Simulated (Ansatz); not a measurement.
# HfC (P6_3/mmc) in Ansatz: a series of runs, part 3 of 3

Ansatz 0.2.0.

**5. Projected density of states, PBEsol+U**

input.yaml reads:

```yaml
crystal:
  lattice:
    - [3.3428660531, 0.0, 0.0]
    - [-1.6714330265, 2.8950069234, 0.0]
    - [0.0, 0.0, 5.202714]
  atoms:
    - { symbol: Hf, position: [0.3333333333, 0.6666666667, 0.25] }
    - { symbol: Hf, position: [0.6666666667, 0.3333333333, 0.75] }
    - { symbol: C, position: [0.0, 0.0, 0.5] }
    - { symbol: C, position: [0.0, 0.0, 0.0] }
hamiltonian:
  xc: pbesol
  pseudopotentials: { kind: paw }
  hubbard: { sites: [{ species: Hf, l: d, u_eff: 3.0 }] }
kpoints:
  mp_grid: { grid: [9, 9, 5] }
scf:
  occupations: { method: fermi_dirac, width: 0.05 }
  n_extra_bands: 10
output:
  forces: true
  stress: true
  eigenvalues: true
  dos: { projected: true, de: 0.05, nscf_kmesh: { grid: [14, 14, 8] } }
```

Potentials or basis: Ansatz PAW.

Run with:

```sh
$ ansatz run input.yaml --threads 2 --pin off --max-ram 5632MiB --backend cpu --events-out ev --progress --plain --runs-dir out
```

The program printed:

```text
Warning: RAYON_NUM_THREADS=2 ignored (pool sized by the plan → 2); use --threads N
Hf: projections on atomic orbitals take those of the free atom [Kr 4d10] 4f14 5s2 5p6 5d2 6s2, of charge +0.00 (hamiltonian.pseudopotentials.projection_atoms); the dataset's partial waves leave at most 4.9e-5 of an orbital's norm unspanned inside its sphere
C: projections on atomic orbitals take those of the free atom [He] 2s2 2p2, of charge +0.00 (hamiltonian.pseudopotentials.projection_atoms); the dataset's partial waves leave at most 3.7e-9 of an orbital's norm unspanned inside its sphere
scf.n_extra_bands = 10 over 30 filled bands (N_el = 60.0): the run solves 40 bands
Engine: ansatz 0.2.0, x86_64-unknown-linux-gnu
Pseudopotentials: kind: paw
Pseudopotential: Hf, paw, valence charge 26, recommended cutoff 420 eV (normal), Hf.paw.azcp
Pseudopotential: C, paw, valence charge 4, recommended cutoff 420 eV (normal), C.paw.azcp
Functional definition: PBEsol
  exchange = pbesol_x
  correlation = pbesol_c
Crystal: 4 atoms, lattice volume = 50.350 Å³
Basis set: ecut = 420 eV, 977 PW (Γ), exchange–correlation on 48×48×72 points (8 copies of the dense FFT grid, shifted against one another)
Bands: 40, of which v1, the nominal top of the filled ones, is band 30 counted from 1 (29 counted from 0)
Symmetry: 24 space group operations
Space group: P63/mmc (ITA 194), of the structure as read, at distance tolerance 3.7e-5 Å
k-points: 36 of 405
Non-local potential: Hf, projectors of the file, l = 0: 3, l = 1: 2, l = 2: 2, l = 3: 3
Non-local potential: C, projectors of the file, l = 0: 2, l = 1: 2, l = 2: 1
PAW form: soft (Blöchl's): semilocal exchange-correlation on the pseudo side does not see the compensation charge
PAW frozen core: Hf, regenerated for the run's functional, and the local potential with it (the file was generated under x = pbe(κ = 0.804, μ = 0.2195149727645171), c = pbe(β = 0.06672455060314922))
PAW frozen core: C, regenerated for the run's functional, and the local potential with it (the file was generated under x = pbe(κ = 0.804, μ = 0.2195149727645171), c = pbe(β = 0.06672455060314922))
PAW one-centre angular grid: Hf, 590 points (default); XC on 64 Gauss nodes
PAW one-centre angular grid: C, 110 points (default); XC on 64 Gauss nodes
Initial density: superposition of atomic densities (chi_scale 0.1, normalization cell, long waves of neutral atoms under a Hubbard term (reshape's long-wave potential 0.00 eV rms, cloud 2.51 Å wide))
Initial wavefunctions: pseudopotential atomic-orbital guess
[... 15 lines left out ...]
SCF converged after 9 iterations
Free energy (F): -31686.460290 eV
Harris-Foulkes:  -31686.460290 eV  (|F-HF|=1.35e-9)
Internal energy: -31686.456852 eV  (E = F + TS)
E sigma→0 (E₀):  -31686.458571 eV
Entropy (-TS):   -0.003438 eV (-0.859 meV/atom)
Fermi energy:    20.812072 eV
--- Per-component energies (eV) ---
  E_band       = 216.533780
  E_kinetic    = 1021.992107
  E_local      = -9998.642877  (includes V_loc(G=0)·N_el)
  E_nonlocal   = -2422.290229
  E_hartree    = 4718.998705
  E_xc         = -692.308749
  E_vxc        = -652.697016  (∫ρ·V_xc dr)
  E_hubbard    = 6.081769  (on-site DFT+U / exact-exchange correction)
  E_vhub       = 3.630914  (the Hubbard potential's part of the band-sum identity)
  E_paw        = -13804.434709  (= ΣΔE_a)
  E_vpaw       = 2826.545406  (= ΣTr[D̂ρ^β])
  E_aug_tail   = 0.000010  (compensation charges beyond the density's cutoff)
  E_ewald      = -10518.397263
  E_core_change = 2.544384  (= ΣΔE_core)
  E_smearing   = -0.003438  (= −TS)
  E_closure    = -0.000000  (closes the sum)
  Σ components = -31686.460290   (vs F -31686.460290, Δ=0.00e0)
--- Forces (eV/Å), atoms counted from 1 ---
  atom   1  Hf    -0.00000000     0.00000000     0.00000000
  atom   2  Hf     0.00000000    -0.00000000    -0.00000000
  atom   3  C     -0.00000000     0.00000000    -0.00000000
  atom   4  C      0.00000000     0.00000000    -0.00000000
  max |Σ_I F_I| component: 3.70e-17 eV/Å
--- Stress (GPa, compression-positive) ---
       -5.315997      -0.000000      -0.000000
        0.000000      -5.315997      -0.000000
       -0.000000      -0.000000       1.251556
  P = ⅓ Tr σ = -3.1268 GPa (-31.268 kbar)
--- Band table (eV; the first three rows and the last of 36) ---
  k-point 0: bands = ["-41.2184", "-41.1513", "-10.3480", "-9.7837", "-9.7837", "-9.6937", "-9.6937", "-9.6129", "7.5113", "8.8069", "8.8203", "8.8246", "8.8312", "8.8312", "8.8643", "8.8643", "8.8722", "8.8722", "8.8892", "8.8898", "8.8898", "8.8911", "8.8926", "12.1091", "13.9007", "17.7141", "17.7141", "19.5660", "19.5660", "22.0024", "22.3980", "22.3980", "22.7365", "22.7365", "23.0142", "24.3149", "24.5743", "28.9235", "28.9235", "29.6317"]
  k-point 1: bands = ["-41.2136", "-41.1579", "-10.2822", "-9.7751", "-9.7751", "-9.7023", "-9.7023", "-9.6876", "7.7597", "8.7799", "8.8256", "8.8283", "8.8283", "8.8370", "8.8579", "8.8579", "8.8740", "8.8740", "8.8895", "8.8923", "8.8984", "8.8984", "8.9104", "11.1664", "14.9933", "17.7574", "17.7574", "19.1099", "19.1099", "20.7890", "23.1575", "23.1575", "23.1615", "23.1615", "23.2552", "24.5379", "25.3206", "27.8346", "28.3003", "28.3003"]
  k-point 2: bands = ["-41.1977", "-41.1755", "-10.1057", "-9.8786", "-9.7525", "-9.7525", "-9.7247", "-9.7247", "8.3739", "8.7083", "8.8292", "8.8292", "8.8374", "8.8398", "8.8398", "8.8431", "8.8904", "8.8906", "8.8906", "8.8914", "8.9007", "8.9007", "9.0601", "9.8767", "16.7870", "17.9597", "17.9597", "18.4222", "18.4222", "18.7736", "24.1248", "24.2795", "24.2795", "24.5895", "24.5895", "25.0347", "25.6547", "25.7873", "26.5289", "26.5289"]
  k-point 35: bands = ["-41.1638", "-41.1638", "-10.1645", "-10.1645", "-10.1072", "-10.0253", "-9.7397", "-9.7397", "8.7826", "8.8133", "8.8343", "8.8343", "8.8576", "8.8576", "8.8607", "8.8680", "8.8699", "8.8699", "8.8724", "8.8724", "8.8782", "8.8782", "10.7761", "11.0034", "15.5829", "15.5829", "17.6985", "18.1080", "18.1080", "19.0962", "22.6549", "22.6549", "24.4420", "24.4420", "27.5310", "27.7985", "27.8054", "27.8054", "28.7755", "28.8275"]
Occupation matrices written to <dir>
```

It took 34 s on 2 threads of Intel Xeon at 2.50GHz (Skylake/Cascade Lake), shared host; peak memory 0.49 GiB.

What came out:

```
Free energy                          : -31686.4603 eV
Pressure                             : -3.1 GPa
Band gap on the k mesh               : none (metal or under the smearing width)
Density of states at the Fermi level : 0.49 states/eV per cell
```

Stress tensor (GPa, compression positive):
```
-5.32  0.00  0.00
 0.00 -5.32  0.00
 0.00  0.00  1.25
```

Levels at points of the mesh, in eV from the Fermi level:
| k point | band 27 | band 28 | band 29 | band 30 | band 31 | band 32 | band 33 | band 34 |
| --- | --- | --- | --- | --- | --- | --- | --- | --- |
| (0.00, 0.00, 0.00) | -3.10 | -1.25 | -1.25 | 1.19 | 1.59 | 1.59 | 1.92 | 1.92 |

States per cell in windows of 1 eV (zero at the Fermi level; states under -8 eV left out):
```
from (eV)  total  Hf 5d  C 2p  C 2s  Hf 6s  Hf 5p  Hf 5s
     -8.0   0.00   0.00  0.00  0.00   0.00   0.00   0.00
     -7.0   0.30   0.09  0.15  0.01   0.04   0.00   0.01
     -6.0   1.37   0.43  0.68  0.06   0.15   0.02   0.02
     -5.0   2.19   0.65  1.25  0.08   0.13   0.05   0.01
     -4.0   3.27   1.29  1.81  0.03   0.05   0.06   0.00
     -3.0   3.20   1.16  1.88  0.03   0.02   0.06   0.00
     -2.0   1.07   0.57  0.45  0.02   0.01   0.01   0.00
     -1.0   0.58   0.40  0.17  0.01   0.01   0.00   0.00
      0.0   1.62   0.80  0.74  0.01   0.02   0.01   0.00
      1.0   0.98   0.67  0.24  0.01   0.01   0.00   0.00
      2.0   1.38   1.07  0.20  0.04   0.02   0.00   0.00
      3.0   2.02   1.55  0.24  0.09   0.07   0.00   0.00
      4.0   3.38   2.44  0.47  0.18   0.17   0.00   0.00
      5.0   3.22   2.23  0.39  0.24   0.18   0.00   0.00
      6.0   3.34   2.02  0.62  0.28   0.16   0.00   0.01
      7.0   2.57   1.37  0.49  0.27   0.22   0.00   0.01
```

Eigenvalues of the final occupation matrices:
| site | spin | trace | eigenvalues |
| --- | --- | --- | --- |
| site 1 | 1 | 1.42 | 0.24 0.27 0.27 0.32 0.32 |
| site 2 | 1 | 1.42 | 0.24 0.27 0.27 0.32 0.32 |

Caveat: U without spin polarisation on a metal has little footing; the PAW data sets come from PBE, with cores solved anew for the run's functional, which leaves a small shift of forces and pressure; the U is typed as a test and isn't derived for this compound. The run has no spin-orbit coupling, so splittings on Hf are missing.

**6. Projected density of states, PBEsol+U**

Changes to input.yaml since step 5:

```diff
@@ -13,3 +13,3 @@
   pseudopotentials: { kind: paw }
-  hubbard: { sites: [{ species: Hf, l: d, u_eff: 3.0 }] }
+  hubbard: { sites: [{ species: Hf, l: d, u_eff: 4.0 }] }
 kpoints:
```

Potentials or basis: Ansatz PAW.

Run with:

```sh
$ ansatz run input.yaml --threads 2 --pin off --max-ram 5632MiB --backend cpu --events-out ev --progress --plain --runs-dir out
```

It took 36 s on 2 threads of Intel Xeon at 2.50GHz (Skylake/Cascade Lake), shared host; peak memory 0.49 GiB.

Results (log left out):

- Free energy: -31684.4420 eV
- Pressure: -1.5 GPa
- Band gap on the k mesh: none (metal or under the smearing width)
- Density of states at the Fermi level: 0.50 states/eV per cell

Stress tensor (GPa, compression positive):
```
-4.19  0.00  0.00
 0.00 -4.19  0.00
 0.00  0.00  3.73
```

Levels at points of the mesh, in eV from the Fermi level:
```tsv
k point	band 27	band 28	band 29	band 30	band 31	band 32	band 33	band 34
(0.00, 0.00, 0.00)	-3.11	-1.30	-1.30	1.24	1.64	1.64	1.92	1.92
```

States per cell in windows of 1 eV (zero at the Fermi level; states under -8 eV left out):
```
from (eV)  total  Hf 5d  C 2p  C 2s  Hf 6s  Hf 5p  Hf 5s
     -8.0   0.00   0.00  0.00  0.00   0.00   0.00   0.00
     -7.0   0.36   0.11  0.18  0.01   0.04   0.00   0.01
     -6.0   1.42   0.44  0.72  0.06   0.15   0.02   0.02
     -5.0   2.16   0.64  1.24  0.08   0.12   0.05   0.01
     -4.0   3.41   1.33  1.92  0.03   0.05   0.06   0.00
     -3.0   3.02   1.06  1.81  0.03   0.02   0.05   0.00
     -2.0   1.00   0.55  0.40  0.02   0.01   0.01   0.00
     -1.0   0.59   0.40  0.16  0.01   0.01   0.00   0.00
      0.0   1.67   0.82  0.78  0.01   0.02   0.01   0.00
      1.0   0.92   0.66  0.20  0.01   0.01   0.00   0.00
      2.0   1.38   1.07  0.19  0.04   0.03   0.00   0.00
      3.0   2.07   1.57  0.25  0.09   0.08   0.00   0.00
      4.0   3.41   2.46  0.46  0.19   0.17   0.00   0.00
      5.0   3.25   2.26  0.38  0.24   0.19   0.00   0.00
      6.0   3.44   2.08  0.61  0.29   0.18   0.00   0.01
      7.0   2.55   1.34  0.49  0.26   0.23   0.00   0.01
```

Eigenvalues of the final occupation matrices:
```csv
site,spin,trace,eigenvalues
site 1,1,1.40,0.24 0.27 0.27 0.31 0.31
site 2,1,1.40,0.24 0.27 0.27 0.31 0.31
```

Caveat: U without spin polarisation on a metal has little footing; the PAW data sets come from PBE, with cores solved anew for the run's functional, which leaves a small shift of forces and pressure; the U is typed as a test and isn't derived for this compound.

**7. The runs side by side**

| level | U | hubbard projectors | double counting | gap on the mesh (eV) | pressure (GPa) |
| --- | --- | --- | --- | --- | --- |
| PBEsol | - | - | - | none | -7.4 |
| PBEsol+U | Hf d U = 1 eV | ortho-atomic (the default) | fll (the default) | none | -6.0 |
| PBEsol+U | Hf d U = 2 eV | ortho-atomic (the default) | fll (the default) | none | -4.6 |
| PBEsol+U | Hf d U = 3 eV | ortho-atomic (the default) | fll (the default) | none | -3.1 |
| PBEsol+U | Hf d U = 4 eV | ortho-atomic (the default) | fll (the default) | none | -1.5 |

Alike in all rows: task projected density of states; potentials or basis Ansatz PAW; no spin polarisation; cell as given; k mesh 9 × 9 × 5; cutoff (eV) 420; smearing fermi-dirac 0.05 eV.

Every run on the cell as given and a fine mesh finds a metal. The pressure there spans -7.4 GPa (PBEsol) to -1.5 GPa (PBEsol+U); a positive pressure means that this level wants a larger cell, a negative one a smaller.

Caveats: the PAW data sets come from PBE, with cores solved anew for the run's functional, which leaves a small shift of forces and pressure; U without spin polarisation on a metal has little footing (some runs); the U is typed as a test and isn't derived for this compound (some runs).

Total energies depend on the potentials used, so only differences within one code and one set of settings carry meaning.
